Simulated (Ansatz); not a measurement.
# Ni (Fm-3m) in Ansatz: single point with PBEsol

Aim: the single point of Ni with PBEsol.

Everything below comes from runs of Ansatz 0.2.0. Logs are shortened: lines on timing, memory, paths and dates and some standing lists are left out, and cuts for length are marked.

## 1. The cell of the first run

Symmetry: Fm-3m, No. 225, cubic system. Conventional cell: a = 3.475 Å, b = 3.475 Å, c = 3.475 Å, α = 90.00°, β = 90.00°, γ = 90.00°. Ni (site symmetry m-3m) has 12 Ni at 2.46 Å as nearest neighbours.

## 2. Single point, PBEsol, collinear spin, ferromagnetic start (strain_z_fixed_volume = 0)

The input, input.yaml:

```yaml
crystal:
  lattice:
    - [0.0, 1.737572933, 1.737572933]
    - [1.737572933, 0.0, 1.737572933]
    - [1.737572933, 1.737572933, 0.0]
  atoms:
    - { symbol: Ni, position: [0.0, 0.0, 0.0], spin: 1.0 }
kpoints:
  mp_grid: { grid: [13, 13, 13] }
scf:
  occupations: { method: fermi_dirac, width: 0.05 }
hamiltonian:
  xc: pbesol
  pseudopotentials: { kind: all_electron, lapw: { basis_error: 0.001 } }
magnetization:
  spin_polarized: true
output:
  forces: true
  stress: true
  eigenvalues: true
```

Potentials or basis: all-electron LAPW, scalar-relativistic.

Launch:

```console
> ansatz run input.yaml --threads 2 --pin off --max-ram 6144MiB --backend cpu --events-out ev --progress --plain --runs-dir out
```

Standard output:

```text
Warning: RAYON_NUM_THREADS=2 ignored (pool sized by the plan → 2); use --threads N
LAPW: plane waves up to 9.160 Å⁻¹, error target 1.0e-3 eV per atom; small_component_spin mean_spin; Ni in spheres of 1.229 Å, 18 of its electrons in bands, Dirac shells [] (how accurate: hamiltonian.pseudopotentials.lapw.basis_error, Limitations)
Engine: ansatz 0.2.0, x86_64-unknown-linux-gnu
Pseudopotentials: kind: all_electron
Pseudopotential: Ni, LAPW, valence charge 18, lapw/all_electron/scalar/gaussian/Ni, Koelling and Harmon's equation, gaussian nucleus
Functional definition: PBEsol
  exchange = pbesol_x
  correlation = pbesol_c
Crystal: 1 atoms, lattice volume = 10.492 Å³
Basis set: ecut = 319.68917319685465 eV, 137 PW (Γ), exchange–correlation at level 2
Bands: 14, of which v1, the nominal top of the filled ones, is band 9 counted from 1 (8 counted from 0)
Symmetry: 48 space group operations
Space group: Fm-3m (ITA 225), of the structure as read, at distance tolerance 2.2e-5 Å
Magnetic group: BNS 225.116 (UNI 1618), of the structure as read, at distance tolerance 2.2e-5 Å
k-points: 84 of 2197
Non-local potential: Ni, projectors of the file, none
Initial density: superposition of atomic densities (chi_scale 0.1, normalization cell)
Starting moments: Σ|m| = 1 μB on 1 of 1 site
Initial wavefunctions: plane waves of lowest kinetic energy (no species holds an atomic orbital)
Functional: x = pbesol(κ = 0.804, μ = 0.12345679012345678), c = pbesol(β = 0.046)
iter 1 solved again at ethr=9.57e-6 eV; its pass at ethr=1.00e-1 eV (dr2=1.72e-3 eV) is discarded
SCF iter   1: F=—  HF=-41348.120961 eV  |F-HF|=—  |Δ(HF+E_count)|=         —  Δρ=1.85e-2 (↑1.80e-2 ↓1.85e-2)  dr2=1.73e-3  dr2_m=3.14e-2  M=0.640 μB ∫|m|=0.682 μB  β_m=0.30  ethr=9.57e-6  ⟨swp⟩=4.0  Hψ=19342  notcnv=0
Mixer restart at iter 1: flushing history
preconditioner: auto → none  [metal: Δε(μ)=0.002 eV  Ē_g=17.182 eV  σ=0.050 eV  W_gap=0.01  n_scr=0 (ndim 8)  ℏωp=36.3 eV  f_vac=0.000  D(μ)=1.63/eV (n_scr^D=26)]
SCF iter   2: F=—  HF=-41348.125535 eV  |F-HF|=—  |Δ(HF+E_count)|=   4.57e-3  Δρ=1.30e-2 (↑1.28e-2 ↓1.30e-2)  dr2=7.69e-4  dr2_m=1.57e-2  M=0.637 μB ∫|m|=0.686 μB  β_m=0.64  ethr=9.57e-6  ⟨swp⟩=2.0  Hψ=6283  notcnv=0
iter 3 solved again at ethr=6.62e-9 eV; its pass at ethr=4.27e-6 eV (dr2=1.19e-6 eV) is discarded
SCF iter   3: F=—  HF=-41348.132585 eV  |F-HF|=—  |Δ(HF+E_count)|=   7.05e-3  Δρ=4.19e-4 (↑4.19e-4 ↓3.58e-4)  dr2=1.19e-6  dr2_m=1.39e-5  M=0.629 μB ∫|m|=0.701 μB  β_m=0.62  ethr=6.62e-9  ⟨swp⟩=3.0  Hψ=11945  notcnv=0
SCF iter   4: F=—  HF=-41348.132703 eV  |F-HF|=—  |Δ(HF+E_count)|=         —  Δρ=4.34e-4 (↑2.22e-4 ↓4.34e-4)  dr2=1.08e-5  dr2_m=5.61e-6  M=0.630 μB ∫|m|=0.704 μB  β_m=0.53  ethr=6.62e-9  ⟨swp⟩=3.0  Hψ=7214  notcnv=0
the basis was enlarged: its passes take 905.0 KiB over the memory plan, 2 of 2 planned eigensolver slots
SCF iter   5: F=—  HF=-41348.132666 eV  |F-HF|=—  |Δ(HF+E_count)|=   3.71e-5  Δρ=2.18e-4 (↑1.20e-4 ↓2.18e-4)  dr2=1.14e-6  dr2_m=2.33e-6  M=0.630 μB ∫|m|=0.705 μB  β_m=0.77  ethr=6.62e-9  ⟨swp⟩=3.0  Hψ=7103  notcnv=0
SCF iter   6: F=—  HF=-41348.132708 eV  |F-HF|=—  |Δ(HF+E_count)|=   4.18e-5  Δρ=4.82e-5 (↑2.53e-5 ↓4.82e-5)  dr2=6.15e-8  dr2_m=1.09e-7  M=0.630 μB ∫|m|=0.708 μB  β_m=0.74  ethr=6.34e-9  ⟨swp⟩=3.0  Hψ=6905  notcnv=0
SCF iter   7: F=—  HF=-41348.132710 eV  |F-HF|=—  |Δ(HF+E_count)|=   1.42e-6  Δρ=2.12e-6 (↑1.77e-6 ↓2.12e-6)  dr2=9.15e-11  dr2_m=2.63e-10  M=0.630 μB ∫|m|=0.708 μB  β_m=0.87  ethr=3.42e-10  ⟨swp⟩=3.0  Hψ=6972  notcnv=0
SCF iter   8: F=-41348.132710 eV  HF=-41348.132710 eV  |F-HF|=1.46e-10  |Δ(HF+E_count)|=   1.37e-8  Δρ=9.11e-7 (↑6.09e-7 ↓9.11e-7)  dr2=5.99e-12  dr2_m=5.34e-11  M=0.630 μB ∫|m|=0.708 μB  ethr=1.00e-12  ⟨swp⟩=3.0  Hψ=7083  notcnv=0
SCF 1 converged in 8 iterations: F = -41348.132710 eV  dr2 = 5.99e-12
SCF converged after 8 iterations
Magnetization: 0.6301 μB (9.3150 up, 8.6850 down)
Absolute magnetization: 0.7082 μB (∫|ρ↑−ρ↓|)
Spin contamination: 0.0056 ħ² per cell (⟨S²⟩ above its minimum at these occupations)
Per-site moments (μB) at R_I (Å): [(0.6518941756558316, 1.2286495854221888)]
Free energy (F): -41348.132710 eV
Harris-Foulkes:  -41348.132710 eV  (|F-HF|=1.46e-10)
Internal energy: -41348.119887 eV  (E = F + TS)
E sigma→0 (E₀):  -41348.126298 eV
Entropy (-TS):   -0.012823 eV (-12.823 meV/atom)
Fermi energy:    18.971079 eV
--- Per-component energies (eV) ---
  E_band       = -270.124724
  E_kinetic    = 42005.249533
  E_xc         = -1695.446521
  E_electrostatic = -81657.922899  (all electrons and nuclei)
  E_smearing   = -0.012823  (= −TS)
  E_closure    = 0.000000  (closes the sum)
  E_atoms      = -41340.345444  (free atoms, spherical and without spin; not in F)
  Σ components = -41348.132710   (vs F -41348.132710, Δ=0.00e0)
  Basis errors (estimates in eV, not in F): energy 2.0e-4 per atom: plane waves 1.7e-4 (1.2e-4 summed), levels above the bands 5.0e-209, relativity 1.6e-8, radial functions 3.1e-5, core shells 6.5e-10; eigenvalues (radial functions only) 5.6e-6; not estimated: angular momenta, meshes, grids; target (lapw.basis_error) 1.0e-3; muffin-tin radii Ni 1.229 Å
--- Forces (eV/Å), atoms counted from 1 ---
  atom   1  Ni     0.00000000     0.00000000    -0.00000000
  max |Σ_I F_I| component: 6.57e-32 eV/Å
--- Stress (GPa, compression-positive) ---
       -2.402158      -0.000000       0.000000
       -0.000000      -2.402158       0.000000
        0.000000       0.000000      -2.402158
  P = ⅓ Tr σ = -2.4022 GPa (-24.022 kbar)
--- Band table (eV; the first three rows and the last of 168) ---
  k-point 0 ↑: bands = ["-84.4571", "-44.8394", "-44.8394", "-44.8394", "9.5429", "16.4173", "16.4173", "16.4173", "17.6665", "17.6665", "42.6884", "46.8833", "46.8833", "46.8833"]
  k-point 1 ↑: bands = ["-84.4548", "-44.8540", "-44.8415", "-44.8415", "9.7804", "16.3533", "16.4713", "16.4713", "17.6437", "17.6437", "41.8690", "44.6118", "46.3508", "46.3508"]
  k-point 2 ↑: bands = ["-84.4484", "-44.8944", "-44.8472", "-44.8472", "10.4712", "16.1975", "16.5921", "16.5921", "17.6150", "17.6150", "38.5137", "43.6336", "45.5212", "45.5212"]
  k-point 83 ↓: bands = ["-83.5761", "-44.2144", "-44.1928", "-44.1268", "15.3719", "16.1387", "16.4563", "18.1975", "19.3249", "25.6722", "27.6962", "29.8283", "30.8957", "48.5875"]
```

It took 18 s on 2 threads of AMD EPYC, shared host; peak memory 0.39 GiB.

What came out:

- Free energy: -41348.1327 eV
- Pressure: -2.4 GPa
- Band gap on the k mesh: none (metal or under the smearing width)
- Net moment: 0.63 μB per cell
- Absolute moment: 0.71 μB per cell
- Site moments: Ni +0.65 μB

Levels at points of the mesh, in eV from the Fermi level:
Spin up:
| k point | band 5 | band 6 | band 7 | band 8 | band 9 | band 10 | band 11 | band 12 | band 13 | band 14 |
| --- | --- | --- | --- | --- | --- | --- | --- | --- | --- | --- |
| (0.00, 0.00, 0.00) | -9.43 | -2.55 | -2.55 | -2.55 | -1.30 | -1.30 | 23.72 | 27.91 | 27.91 | 27.91 |
Spin down:
```
           k point  band 6  band 7  band 8  band 9  band 10  band 11  band 12  band 13
(0.00, 0.00, 0.00)   -1.82   -1.82   -1.82   -0.69    -0.69    23.61    27.92    27.92
```
